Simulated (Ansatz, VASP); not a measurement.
# Two plane-wave programs on N

```
N
1.0
     2.51947    0.00000    0.00000
    -1.25974    2.18193    0.00000
     0.00000    0.00000    2.44600
N
2
Direct
  0.66667 0.33333 0.25000
  0.33333 0.66667 0.75000
```

The real solid is made of molecules; this cell is a model form.

Alike in both runs: task single point; functional PBE; k mesh 12 × 12 × 10; occupations gaussian, width 0.1 eV; no spin polarisation.

|  | VASP | Ansatz |
| --- | --- | --- |
| version | VASP 6.6.1 | Ansatz 0.2.0 |
| potentials or method | VASP PAW PBE potentials, release 64 (N) | scalar-relativistic, plane waves, PAW |
| plane-wave cutoff (eV) | 520 | 420 |
| valence electrons in the cell | 10 | 10 |

|  | VASP | Ansatz | Ansatz less VASP |
| --- | --- | --- | --- |
| gap on the k mesh at the Fermi level (eV) | none | none | - |
| pressure (GPa) | 10.1 | 10.1 | +0.03 |
| largest component of the traceless stress (GPa) | 9.27 | 9.41 | +0.141 |

A gap of «none» marks a metal or a gap that the smearing closes.
